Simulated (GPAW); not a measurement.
# Ge (I4_1/amd) in GPAW: notebook

Aim: see how the results for Ge move with the level of theory and the settings. Levels: BLYP+D4, PBE. Tasks: relaxation of cell and atoms, single point.

Everything below comes from runs of GPAW 26.7.0. Logs are shortened: lines on timing, memory, paths and dates and some standing lists are left out, and cuts for length are marked. The log counts tension as positive stress, the text compression.

## (1) Starting point

The structure is tetragonal, space group I4_1/amd (No. 141). Conventional cell: a = 5.149 Å, b = 5.149 Å, c = 2.795 Å, α = 90.00°, β = 90.00°, γ = 90.00°. Ge (site symmetry -4m2) has 6 Ge at 2.67 to 2.79 Å as nearest neighbours.

This isn't the form of Ge at room conditions, which is diamond.

## (2) Relaxation of cell and atoms, BLYP+D4

File run.py:

```python
from ase.calculators.mixing import SumCalculator
from ase.filters import FrechetCellFilter
from ase.io import read, write
from ase.optimize import BFGS
from dftd4.ase import DFTD4
from gpaw import GPAW, PW, setup_paths

setup_paths.insert(0, '.')

atoms = read('POSCAR')

calc = GPAW(mode=PW(600),
            xc='BLYP',
            kpts={'size': (11, 11, 11), 'gamma': True},
            occupations={'name': 'fermi-dirac', 'width': 0.05},
            nbands=11,
            convergence={'density': 1e-05, 'forces': 0.0001},
            eigensolver='davidson',
            maxiter=150,
            txt='gpaw.txt')
atoms.calc = SumCalculator([calc, DFTD4(method='blyp')])
opt = BFGS(FrechetCellFilter(atoms), trajectory='relax.traj', logfile='-')
done = opt.run(fmax=0.02, steps=60)
calc.write('gs.gpw')
write('result.traj', atoms)
print('Converged:', done)
print('Cell:', atoms.cell.cellpar().round(4))
print('Volume:', round(atoms.get_volume(), 4))
print(atoms.get_scaled_positions().round(5))
```

File POSCAR:

```
Ge
1.0
   -2.5744897190      2.5744897190      1.3974126432
    2.5744897190     -2.5744897190      1.3974126432
    2.5744897190      2.5744897190     -1.3974126432
Ge
2
Direct
    0.5000000000      0.5000000000      0.0000000000
    0.2500000000      0.7500000000      0.5000000000
```

Potentials or basis: PAW data sets generated in the run's folder for this functional, pw.

Command:

```bash
$ gpaw-setup -f BLYP Ge
$ OMP_NUM_THREADS=1 python run.py
```

gpaw.txt:

```text
__  _  _
 | _ |_)|_||  |
 |__||  | ||/\| - 26.7.0

Input parameters:
  mode=PW(ecut=600.0),
  convergence={'density': 1e-05, 'forces': 0.0001},
  eigensolver=Davidson(niter=2),
  kpts=MonkhorstPack(size=(11, 11, 11), gamma=True),
  maxiter=150,
  nbands=11,
  occupations=Occupations(name='fermi-dirac', width=0.05),
  xc=XC(name='BLYP')

Diagonalizing LCAO Hamiltonian
Converting LCAO to pw mode

       Ge    Ge

Atoms  # Å, Bohr magnetons
|   | symbol |        x |        y |        z |    initial magnetic moments |
|---|--------|----------|----------|----------|-----------------------------|
| 0 |     Ge | 0.000000 | 0.000000 | 1.397413 | ( 0.0000,  0.0000,  0.0000) |
| 1 |     Ge | 2.574490 | 0.000000 | 0.698706 | ( 0.0000,  0.0000,  0.0000) |

Unit cell  # Å
| periodic |         x |         y |         z |  lengths |     angles |
|----------|-----------|-----------|-----------|----------|------------|
|      yes | -2.574490 |  2.574490 |  1.397413 | 3.899841 |  97.376984 |
|      yes |  2.574490 | -2.574490 |  1.397413 | 3.899841 |  97.376984 |
|      yes |  2.574490 |  2.574490 | -1.397413 | 3.899841 | 138.005201 |

Number of symmetries: 8
Symmetry operations  # r_c * U_cc + t_c -> r_c
|   | kind |            matrix            |
|---|------|------------------------------|
| 0 |  σ   |  1, 1, 1,  0, 0,-1,  0,-1, 0 |
| 1 |  E   |  1, 0, 0,  0, 1, 0,  0, 0, 1 |
| 2 |  C2  |  0, 1, 0,  1, 0, 0, -1,-1,-1 |
| 3 |  S4  |  0, 0, 1, -1,-1,-1,  0, 1, 0 |
| 4 |  σ   |  0, 0,-1,  1, 1, 1, -1, 0, 0 |
| 5 |  C2  |  0,-1, 0, -1, 0, 0,  0, 0,-1 |
| 6 |  C2  | -1, 0, 0,  0,-1, 0,  1, 1, 1 |
| 7 |  S4  | -1,-1,-1,  0, 0, 1,  1, 0, 0 |
[... 98 lines left out ...]
xc functional:
  name: BLYP with 2 nearest neighbor stencil

convergence criteria:
- Maximum integral of absolute [dens]ity change: 1e-05 electrons / valence electron
- Maximum change in the atomic [forces] across last 2 cycles: 0.0001 eV/Ang OR
Maximum error relative to the maximum force is below inf
- Maximum [total energy] change in last 3 cyles: 0.0005 eV / valence electron
- Maximum integral of absolute [eigenst]ate change: 4e-08 eV^2 / valence electron
maximum number of iterations: 150

SCF iterations
|iter     | |      energy | eigst |  dens |force |
|---------|-|-------------|-------|-------|------|
|iter:   1| |   -6.722561 | -0.71 |       |      |
|iter:   2| |   -6.725524 | -2.96 | -1.20 |      |
|iter:   3| |   -6.743834 | -3.39 | -1.22 |      |
|iter:   4| |   -6.746085 | -4.03 | -1.72 |      |
|iter:   5| |   -6.746092c| -5.37 | -2.99 |      |
|iter:   6| |   -6.746093c| -6.46 | -3.54 |      |
|iter:   7| |   -6.746094c| -7.64c| -4.21 |      |
|iter:   8| |   -6.746094c| -8.75c| -5.20c|      |
|iter:   9| |   -6.746094c| -9.80c| -5.65c|-16.65c|

Converged in 9 steps
Energy contributions relative to reference atoms: (reference = -114217.162707)

Energy contributions:
  Kinetic:          28.571733
  Coulomb:         -25.285056
  Zero:              0.000783
  External:          0.000000
  Xc:              -10.029731
  Entropy:          -0.007645
  Spinorbit:         0.000000
  ----------------------------
  Free energy:      -6.749916
  Extrapolated:     -6.746094

dipole moment: (-3.390149, -13.531543, 4.592655)  # |e|*Ang
[... 17 lines left out ...]
No gap
No difference between direct/indirect transitions

Stress tensor  # eV/Ang^3
|         x |         y |         z |
|-----------|-----------|-----------|
| -0.060054 | -0.000000 | -0.000000 |
| -0.000000 | -0.060054 |  0.000000 |
| -0.000000 |  0.000000 | -0.059109 |

Forces  # eV/Ang
|       x |       y |        z |
|---------|---------|----------|
| 0.00000 | 0.00000 | -0.00000 |  # Ge   0
| 0.00000 | 0.00000 | -0.00000 |  # Ge   1

Interpolating wave functions to new cell

       Ge    Ge

Atoms  # Å, Bohr magnetons
|   | symbol |        x |         y |        z |    initial magnetic moments |
|---|--------|----------|-----------|----------|-----------------------------|
| 0 |     Ge | 0.000000 | -0.000000 | 1.401250 | ( 0.0000,  0.0000,  0.0000) |
| 1 |     Ge | 2.581972 | -0.000000 | 0.700625 | ( 0.0000,  0.0000,  0.0000) |

Unit cell  # Å
| periodic |         x |         y |         z |  lengths |     angles |
|----------|-----------|-----------|-----------|----------|------------|
|      yes | -2.581972 |  2.581972 |  1.401250 | 3.911094 |  97.374913 |
|      yes |  2.581972 | -2.581972 |  1.401250 | 3.911094 |  97.374913 |
|      yes |  2.581972 |  2.581972 | -1.401250 | 3.911094 | 138.011339 |
[... 114 lines left out ...]
convergence criteria:
- Maximum integral of absolute [dens]ity change: 1e-05 electrons / valence electron
- Maximum change in the atomic [forces] across last 2 cycles: 0.0001 eV/Ang OR
Maximum error relative to the maximum force is below inf
- Maximum [total energy] change in last 3 cyles: 0.0005 eV / valence electron
- Maximum integral of absolute [eigenst]ate change: 4e-08 eV^2 / valence electron
maximum number of iterations: 150

SCF iterations
|iter     | |      energy | eigst |  dens |force |
|---------|-|-------------|-------|-------|------|
|iter:   1| |   -6.766285 |       |       |      |
|iter:   2| |   -6.766085 | -5.47 | -2.16 |      |
|iter:   3| |   -6.764483c| -4.56 | -2.18 |      |
|iter:   4| |   -6.764400c| -5.26 | -2.87 |      |
|iter:   5| |   -6.764399c| -5.86 | -3.31 |      |
|iter:   6| |   -6.764399c| -7.22 | -4.58 |      |
|iter:   7| |   -6.764399c| -8.37c| -4.92 |      |
|iter:   8| |   -6.764399c| -9.34c| -5.73c|      |
|iter:   9| |   -6.764399c|-10.36c| -6.38c|-16.65c|

Converged in 9 steps
Energy contributions relative to reference atoms: (reference = -114217.162707)

Energy contributions:
  Kinetic:          27.646262
  Coulomb:         -24.539000
  Zero:              0.000550
  External:          0.000000
  Xc:               -9.868387
  Entropy:          -0.007648
  Spinorbit:         0.000000
  ----------------------------
  Free energy:      -6.768223
  Extrapolated:     -6.764399

dipole moment: (-3.416855, -13.555105, 4.605560)  # |e|*Ang

Fermi level: 8.341
Eigenvalues  # (at kpt = [0.000, 0.000, 0.000])
| band index |      eig [eV] | occ [0-2] |
|------------|---------------|-----------|
|          0 |        -4.874 |     2.000 |
|          1 |         4.025 |     2.000 |
|          2 |         6.051 |     2.000 |
|          3 |         6.051 |     2.000 |
|          4 |        12.087 |     0.000 |
|          5 |        15.778 |     0.000 |
|          6 |        15.778 |     0.000 |
|          7 |        16.265 |     0.000 |
[... 4 lines left out ...]
No gap
No difference between direct/indirect transitions

Stress tensor  # eV/Ang^3
|         x |         y |         z |
|-----------|-----------|-----------|
| -0.055201 |  0.000000 | -0.000000 |
|  0.000000 | -0.055201 | -0.000000 |
| -0.000000 | -0.000000 | -0.054217 |

Forces  # eV/Ang
|       x |       y |       z |
|---------|---------|---------|
| 0.00000 | 0.00000 | 0.00000 |  # Ge   0
| 0.00000 | 0.00000 | 0.00000 |  # Ge   1

Interpolating wave functions to new cell

       Ge    Ge

Atoms  # Å, Bohr magnetons
|   | symbol |        x |         y |        z |    initial magnetic moments |
|---|--------|----------|-----------|----------|-----------------------------|
| 0 |     Ge | 0.000000 | -0.000000 | 1.417568 | ( 0.0000,  0.0000,  0.0000) |
| 1 |     Ge | 2.614266 | -0.000000 | 0.708784 | ( 0.0000,  0.0000,  0.0000) |

Unit cell  # Å
| periodic |         x |         y |         z |  lengths |     angles |
|----------|-----------|-----------|-----------|----------|------------|
|      yes | -2.614266 |  2.614266 |  1.417568 | 3.959579 |  97.363914 |
|      yes |  2.614266 | -2.614266 |  1.417568 | 3.959579 |  97.363914 |
|      yes |  2.614266 |  2.614266 | -1.417568 | 3.959579 | 138.043962 |
[... 168 lines left out ...]
No gap
No difference between direct/indirect transitions

Stress tensor  # eV/Ang^3
|         x |         y |         z |
|-----------|-----------|-----------|
| -0.036199 |  0.000000 | -0.000000 |
|  0.000000 | -0.036199 |  0.000000 |
| -0.000000 |  0.000000 | -0.035428 |

Forces  # eV/Ang
|        x |        y |       z |
|----------|----------|---------|
| -0.00000 |  0.00000 | 0.00000 |  # Ge   0
|  0.00000 | -0.00000 | 0.00000 |  # Ge   1

Interpolating wave functions to new cell

       Ge    Ge

Atoms  # Å, Bohr magnetons
|   | symbol |        x |         y |        z |    initial magnetic moments |
|---|--------|----------|-----------|----------|-----------------------------|
| 0 |     Ge | 0.000000 | -0.000000 | 1.418404 | ( 0.0000,  0.0000,  0.0000) |
| 1 |     Ge | 2.616233 | -0.000000 | 0.709202 | ( 0.0000,  0.0000,  0.0000) |

Unit cell  # Å
| periodic |         x |         y |         z |  lengths |     angles |
|----------|-----------|-----------|-----------|----------|------------|
|      yes | -2.616233 |  2.616233 |  1.418404 | 3.962476 |  97.361816 |
|      yes |  2.616233 | -2.616233 |  1.418404 | 3.962476 |  97.361816 |
|      yes |  2.616233 |  2.616233 | -1.418404 | 3.962476 | 138.050184 |
[... 166 lines left out ...]
No gap
No difference between direct/indirect transitions

Stress tensor  # eV/Ang^3
|         x |         y |         z |
|-----------|-----------|-----------|
| -0.035170 |  0.000000 |  0.000000 |
|  0.000000 | -0.035170 | -0.000000 |
|  0.000000 | -0.000000 | -0.034482 |

Forces  # eV/Ang
|        x |       y |        z |
|----------|---------|----------|
|  0.00000 | 0.00000 | -0.00000 |  # Ge   0
| -0.00000 | 0.00000 |  0.00000 |  # Ge   1

# Writing to gs.gpw (mode='')
```

Run time: 3.3 min. Hardware: 1 thread of Arm Neoverse N1, shared host; peak memory 0.27 GiB.

Results:

```
Free energy                            : -8.2624 eV
Relaxed volume                         : 19.42 Å³/atom
Relaxed cell                           : a = 3.962 Å, b = 3.962 Å, c = 3.962 Å, α = 97.36°, β = 97.36°, γ = 138.05°
Space group after relaxing (to 0.05 Å) : I4_1/amd (No. 141)
Energy gained by relaxing              : 9.4 meV/atom
Ionic steps                            : 4
Pressure after relaxing                : 0.0 GPa
Band gap on the k mesh                 : none (metal or under the smearing width)
Dispersion energy per atom             : -0.714 eV
```

The path:
| step | energy change (eV) | largest force (eV/Å) | pressure (GPa) | volume (Å³) |
| --- | --- | --- | --- | --- |
| 1 | 0.0000 | 0.0000 | 3.45 | 37.05 |
| 2 | -0.0063 | 0.0000 | 2.77 | 37.37 |
| 3 | -0.0188 | 0.0000 | 0.14 | 38.75 |
| 4 | -0.0189 | 0.0000 | 0.01 | 38.83 |

Final structure:
```xyz
2
Lattice="-2.6162 2.6162 1.4184 2.6162 -2.6162 1.4184 2.6162 2.6162 -1.4184" Properties=species:S:1:pos:R:3 pbc="T T T"
Ge    0.0000    0.0000    1.4184
Ge    2.6162    0.0000    0.7092
```

Caveat: later steps reuse the first step's grids; pairwise dispersion overbinds metals, which lowers pressure and volume.

## (3) Single point, PBE

File run.py:

```python
from ase.dft.bandgap import bandgap
from ase.io import read, write
from ase.units import Bohr, GPa
from gpaw import GPAW, PW
from gpaw.elf import elf_from_dft_calculation

atoms = read('POSCAR')

calc = GPAW(mode=PW(600),
            xc='PBE',
            kpts={'size': (11, 11, 11), 'gamma': True},
            occupations={'name': 'methfessel-paxton', 'order': 0, 'width': 0.028999999999999998},
            nbands=11,
            convergence={'density': 1e-05, 'energy': 1e-05},
            maxiter=150,
            txt='gpaw.txt')
atoms.calc = calc
energy = atoms.get_potential_energy()
forces = atoms.get_forces()
stress = atoms.get_stress()
calc.write('gs.gpw')
write('result.traj', atoms)
print(f'Energy: {energy:.6f} eV')
print('Forces (eV/A):')
print(forces.round(4))
print('Stress (GPa):', (stress / GPa).round(3))
print('Fermi level:', round(calc.get_fermi_level(), 4), 'eV')
print(f'Gap: {bandgap(calc)[0]:.4f} eV, direct: {bandgap(calc, direct=True)[0]:.4f} eV')

# fields on the real-space grid
write('density.cube', atoms, data=calc.get_pseudo_density() * Bohr**3)
write('potential.cube', atoms, data=calc.get_electrostatic_potential())
write('elf.cube', atoms, data=elf_from_dft_calculation(calc).data)
```

POSCAR is that of step 2.

Potentials or basis: GPAW PAW data sets (gpaw-data 1.2.1), pw.

Command:

```bash
$ OMP_NUM_THREADS=1 python run.py
```

Run time: 51 s. Hardware: 1 thread of Arm Neoverse N1, shared host; peak memory 0.19 GiB.

It converged, with:

| Quantity | Value |
| --- | --- |
| Free energy | -8.5796 eV |
| Pressure | 3.1 GPa |
| Band gap on the k mesh | none (metal or under the smearing width) |

Stress tensor (GPa, compression positive):
```
2.95 0.00 0.00
0.00 2.95 0.00
0.00 0.00 3.29
```

Levels at points of the mesh, in eV from the Fermi level:
```tsv
k point	band 1	band 2	band 3	band 4	band 5	band 6	band 7
(0.00, 0.00, 0.00)	-13.35	-4.11	-2.38	-2.38	3.22	7.58	7.58
```
